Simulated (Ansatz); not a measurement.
# CdS: the cost of one run

Computed with Ansatz 0.2.0 (DFT PBE, scalar-relativistic, unless a step's input says otherwise).

## (1) Starting point

Symmetry: P6_3mc, No. 186, hexagonal system. Conventional cell: a = 4.135 Å, b = 4.135 Å, c = 6.749 Å, α = 90.00°, β = 90.00°, γ = 120.00°. Around Cd (site symmetry 3m) lie 4 S at 2.51 to 2.60 Å. S (site symmetry 3m) has 4 Cd at 2.51 to 2.60 Å as nearest neighbours.

As a file:

```cif
data_structure
_symmetry_space_group_name_H-M 'P 1'
_symmetry_Int_Tables_number 1
_cell_length_a 4.1348
_cell_length_b 4.1348
_cell_length_c 6.7490
_cell_angle_alpha 90.000
_cell_angle_beta 90.000
_cell_angle_gamma 120.000
_cell_volume 99.93
loop_
_atom_site_label
_atom_site_type_symbol
_atom_site_fract_x
_atom_site_fract_y
_atom_site_fract_z
_atom_site_occupancy
Cd1 Cd 0.33333 0.66667 0.00000 1
Cd2 Cd 0.66667 0.33333 0.50000 1
S1 S 0.33333 0.66667 0.38500 1
S2 S 0.66667 0.33333 0.88500 1
```

Atoms are numbered in the order of the input: Cd1, Cd2, S3, S4.

## (2) The deformed structure

Space group P6_3mc before, P6_3mc after.

## (3) LAPW, all electrons

File input.yaml:

```yaml
crystal:
  lattice:
    - [4.0107552273, 0.0, 0.0]
    - [-2.0053776136, 3.4734159152, 0.0]
    - [0.0, 0.0, 6.749]
  atoms:
    - { symbol: Cd, position: [0.3333333333, 0.6666666667, 0.0] }
    - { symbol: Cd, position: [0.6666666667, 0.3333333333, 0.5] }
    - { symbol: S, position: [0.3333333333, 0.6666666667, 0.385] }
    - { symbol: S, position: [0.6666666667, 0.3333333333, 0.885] }
kpoints:
  mp_grid: { grid: [7, 7, 4] }
  band_path:
    path:
      - [0.0, 0.0, 0.0]
      - [0.5, 0.0, 0.0]
      - [0.3333333333, 0.3333333333, 0.0]
      - [0.0, 0.0, 0.0]
      - [0.0, 0.0, 0.5]
      - [0.5, 0.0, 0.5]
      - [0.3333333333, 0.3333333333, 0.5]
      - [0.0, 0.0, 0.5]
      - [0.5, 0.0, 0.5]
    npoints: 5
scf:
  occupations: { method: fermi_dirac, width: 0.01 }
hamiltonian:
  xc: pbe
  pseudopotentials: { kind: all_electron, lapw: { basis_error: 0.001 } }
output:
  forces: true
  stress: true
  eigenvalues: true
```

Launch:

```
$ ansatz run input.yaml --threads 1 --pin off --max-ram 4096MiB --backend cpu --events-out ev --progress --plain --runs-dir out
```

What time and memory should one allow on 1 thread of Intel Xeon 6975P-C (Granite Rapids), shared host?

About 24 s, with a peak of 0.4 GiB.
